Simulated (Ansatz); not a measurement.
Space group I4_1md (No. 109). a = 3.473 Å, b = 3.473 Å, c = 11.749 Å, α = 90.00°, β = 90.00°, γ = 90.00°
```tsv
atom	site	symmetry	x	y	z
Nb	4a	2mm.	0.5000	0.5000	0.2489
As	4a	2mm.	0.0000	0.0000	0.1671
```

Equation of state of this NbAs structure (not necessarily the ground state), with shape and atoms relaxed at each volume where symmetry leaves them free. It has no gap at any of these volumes. Computed with Ansatz, DFT PBE, scalar-relativistic, plane waves, PAW.

Cutoff 420 eV; k points 18×18×18 on the computed 4-atom cell (Γ-centred); Gaussian smearing, width 0.10 eV; no spin polarisation.

```json
{"V (Å³/atom)": "16.656", "E − E(largest V) (meV/atom)": "6.90", "P (GPa)": "11.33"}
{"V (Å³/atom)": "17.188", "E − E(largest V) (meV/atom)": "-20.26", "P (GPa)": "5.21"}
{"V (Å³/atom)": "17.719", "E − E(largest V) (meV/atom)": "-28.68", "P (GPa)": "0.00"}
{"V (Å³/atom)": "18.251", "E − E(largest V) (meV/atom)": "-21.14", "P (GPa)": "-4.43"}
{"V (Å³/atom)": "18.782", "E − E(largest V) (meV/atom)": "0.00", "P (GPa)": "-8.21"}
```

Q: Fit a third-order Birch–Murnaghan equation to E(V).

A: V0 = 17.72 Å³/atom, B0 = 160 GPa, B0' = 4.3.